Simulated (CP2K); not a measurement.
The system is O.

```
O
1.0
     3.30062    0.00000    0.00000
     1.62602    2.87232    0.00000
    -2.06860   -1.20603    3.64705
O
2
Direct
  0.97455 0.97455 0.84443
  0.02545 0.02545 0.15557
```

```yaml
Program: CP2K 2026.2
Task: single point
Functional: PBE
Potentials_or_basis: POTENTIAL_UZH O GTH-PBE-q6; TZVP-MOLOPT-PBE-GTH basis
Density_cutoff: 8163 eV
k_mesh: 10 × 10 × 7
Occupations: fermi-dirac, width 0.05 eV
Spin: no spin polarisation
```

On this cell: pressure -0.1 GPa; largest force 0.863 eV/Å; band gap on the k mesh none (metal or under the smearing width).

The same run follows on a disturbed copy (atoms moved at random, drawn with an rms of 0.05 Å):

```
O
1.0
     3.30062    0.00000    0.00000
     1.62602    2.87232    0.00000
    -2.06860   -1.20603    3.64705
O
2
Direct
  0.97599 0.97814 0.83922
  0.00632 0.04506 0.16634
```

Q: What changes?

A: The energy (extrapolated to zero smearing) moves by +55.7 meV/atom; pressure -8.3 GPa; largest force 3.334 eV/Å; band gap on the k mesh none (metal or under the smearing width).

Forces in eV/Å, atoms in the order of the input:
```
O   -1.312 -0.544  3.017
O    1.312  0.545 -3.014
```

Stress tensor (GPa, compression positive):
```
 -2.89   0.39   7.08
  0.39  -2.54   3.07
  7.08   3.07 -19.36
```

Caveats: spin is off for a triplet molecule; the basis of atomic orbitals isn't converged, which shifts pressures, moduli and gaps.
